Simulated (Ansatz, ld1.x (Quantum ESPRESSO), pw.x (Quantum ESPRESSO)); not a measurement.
**osmium: one change to the TM potential, in the atom and in the sc crystal**

ld1.x (Quantum ESPRESSO) 7.5 input, shortened:

```
&input
   title='Os', zed=76., rel=1, dft='PBE', iswitch=3,
   config='[Xe] 4f14 5d6 6s1 6p1'
 /
 &inputp
   pseudotype=2, tm=.true., lloc=-2, rcloc=2.10,
   nlcc=.true., rcore=1.60
 /
3
6S  1  0   1.00   0.00  1.80  1.80  0.0
6P  2  1   1.00   0.00  2.45  2.45  0.0
5D  3  2   6.00   0.00  1.55  1.55  0.0
 &test
   configts(1)='5d6 6s1 6p1'
 /
```

Change: all radii but the core radius scaled by about 1.08 (s 1.94, p 2.64, d 1.66 bohr); local potential all-electron potential smoothed inside 2.26 bohr (lloc = -2).

Cutoffs, loose and tight: the cutoffs (Ry, on a coarse ladder) from which the occupation-weighted sum of valence levels, in a spherical-Bessel basis at the reference potential, stays within 10 and 1 mRy of its value at 400 Ry. They do not see the model core or the augmentation charge, which bear on the density cutoff. Test errors are all-electron minus pseudo excitation energies from the reference, over the configurations 5d6 6s2 6p0; 5d6 6s1 6p0; 5d6 6s0 6p0; 5d5 6s2 6p0; 5d7 6s1 6p0; 5d7 6s0 6p0; 5d6 6s1.5 6p0; variants that change the core or the reference have their own tests.

Crystal test: sc Os in pw.x 7.5, no spin, 13³ k-points, Fermi–Dirac smearing 0.01 Ry, cutoffs set for each file from its atomic test. The reference is all-electron LAPW (Ansatz 0.2.0) with the same functional, mesh and smearing; V0 and B0 come from Birch–Murnaghan fits to the pressures at five volumes. Errors are pseudo minus all-electron; Δ is the rms difference of the E(V) curves that follow from these fits, minima aligned, over ±6 % about the mean V0. Mesh and smearing are coarse, so the numbers serve the comparison and aren't converged zero-temperature values; the lattice is a test structure that the element need not adopt.

All-electron: a0 = 2.558 Å (V0 = 16.75 Å³/atom), B0 = 267.5 GPa.

Q: Does the change bring the crystal closer to the all-electron result?

A: The mean pressure error goes from -3.36 to -0.74 GPa, so the change moves the solid closer to the all-electron pressures.

```tsv
quantity	base	changed
outcome (atom)	generated	generated
cutoff, loose (atom)	35 Ry	35 Ry
cutoff, tight (atom)	70 Ry	55 Ry
bound ghosts (atom)	none	none
largest test error (meV) (atom)	-75	-94
cutoffs in pw.x (Ry)	85/340	70/280
a0 (Å)	2.548	2.556
a0 error (%)	-0.42	-0.09
B0 error (%)	+1.6	+0.3
Δ (meV/atom)	12.4	2.7
mean pressure error (GPa)	-3.36	-0.74
```

Base: The logarithmic derivative shows an extra or strongly shifted pseudo pole above the reference energy (p near 1.44 Ry). Changed file: The largest radius (2.64 bohr) exceeds half the bond length (2.42 bohr), so the spheres overlap, which is one possible source of error among others. The logarithmic derivative shows an extra or strongly shifted pseudo pole above the reference energy (p near 1.55 Ry).
